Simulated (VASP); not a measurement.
Wanted: the native input for a VASP 6.6.1 run.

| Property | Result |
| --- | --- |
| Task | relaxation of the atoms |
| Functional | PBEsol |
| Potentials or basis | VASP PAW PBE potentials, release 64 (In_d, P) |
| Cutoff | 600 eV |
| k mesh | 8 × 8 × 8 |
| Occupations | gaussian, width 0.03 eV |
| Spin | no spin polarisation |
| Further INCAR settings | ALGO = Fast; EDIFF = 1e-07; IBRION = 2; EDIFFG = -0.01; NSW = 40 |

The structure of InP lies in POSCAR:

```
InP                                     
1.0
    0.0000000000      2.8996052598      2.8996052598
    2.8996052598      0.0000000000      2.8996052598
    2.8996052598      2.8996052598      0.0000000000
  In              P             
     1     1
Direct
     0.0000000000000000    0.0000000000000000    0.0000000000000000
     0.2500000000000000    0.2500000000000000    0.2500000000000000
```

The cell isn't the ideal one: a relaxed cell with its volume scaled by 0.96.

One way to write it, as run:

INCAR

```
ALGO = Fast ; EDIFF = 1E-7
EDIFFG = -0.01 ; ENCUT = 600
GGA = PS ; IBRION = 2
ISIF = 2 ; ISMEAR = 0
LASPH = T ; LCHARG = F
LREAL = F ; LWAVE = F
NELM = 80 ; NSW = 40
PREC = Accurate ; SIGMA = 0.03
```

KPOINTS

```
k-points
0
Gamma
  8 8 8
```

Potentials or basis: VASP PAW PBE potentials, release 64 (In_d, P).

The run is started by

```sh
$ cat potpaw_PBE.64/In_d/POTCAR potpaw_PBE.64/P/POTCAR > POTCAR
$ mpirun -np 1 vasp_std > vasp.out
```

Results of the run:

The pressure after relaxing is 3.0 GPa and the band gap on the k mesh is 0.79 eV, direct.

Caveat: the relaxation stopped at its first step, so nothing moved; the PAW data sets were made with another functional, which shifts forces and pressure a little; spin-orbit coupling is left out, which moves the levels of the heavy elements.

Run time: 38 s on 1 thread of Intel(R) Xeon(R) Platinum 8259CL CPU @ 2.50GHz (Skylake/Cascade Lake), on a shared host, peak memory 0.21 GiB.
